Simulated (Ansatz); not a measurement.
InP: equation of state with LDA

The system is InP.

```
In P
1.0
     0.00000    2.76883    2.76883
     2.76883    0.00000    2.76883
     2.76883    2.76883    0.00000
In P
1 1
Direct
  0.00000 0.00000 0.00000
  0.50000 0.50000 0.50000
```

Measurements of this composition are mostly on another form, of space group No. 216.

- Program: Ansatz 0.2.0
- Task: equation of state
- Functional: LDA
- Potentials or basis: all-electron LAPW, scalar-relativistic
- Basis error allowed: 0.001 eV/atom
- k mesh: 8 × 8 × 8
- Occupations: fermi-dirac, width 0.05 eV
- Spin: no spin polarisation

```yaml
Equilibrium_volume: "19.86 Å³/atom (rough: see the caveat)"
Bulk_modulus: 91 GPa (rough)
```

Energy against volume, from the lowest point:
| volume (Å³/atom) | energy (meV/atom) |
| --- | --- |
| 19.953 | 0.00 |
| 20.378 | 3.59 |
| 20.803 | 11.52 |
| 21.227 | 23.27 |
| 21.652 | 38.38 |
| 22.076 | 56.38 |
| 22.501 | 76.85 |

All runs of the series together: 62 s on 1 thread of AMD EPYC 7R43 64-Core Processor (Zen 3), on a shared host.

Caveat: the minimum lies outside the volumes run.
